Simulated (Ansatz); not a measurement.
ZrN: equation of state with PBE+D3(BJ)

Crystal: ZrN.

```
Zr N
1.0
     3.25269    0.00000    0.00000
     1.62635    2.81691    0.00000
     1.62635    0.93897    2.65581
Zr N
1 1
Direct
  0.50000 0.50000 0.50000
  0.00000 0.00000 0.00000
```

```yaml
Program: Ansatz 0.2.0
Task: equation of state
Functional: PBE
Dispersion: D3(BJ)
Potentials_or_basis: all-electron LAPW, relativistic spinors
Basis_error_allowed: 0.001 eV/atom
k_mesh: 7 × 7 × 7
Occupations: tetrahedron
Spin: spin-orbit coupling, no magnetisation
```

```json
{
 "Equilibrium volume": "11.85 Å³/atom",
 "Bulk modulus": "263 GPa",
 "Pressure derivative of the bulk modulus": "4.3"
}
```

Energy against volume, from the lowest point:
```
volume (Å³/atom)  energy (meV/atom)
          11.437              12.17
          11.680               1.66
          11.924               0.00
          12.167               6.27
          12.410              19.65
          12.654              39.40
          12.897              64.85
```

All runs of the series together: 4.2 min on 1 thread of Arm Neoverse V2 (shared host).

Caveat: with tetrahedron occupations forces and stress needn't match the slope of the energy.
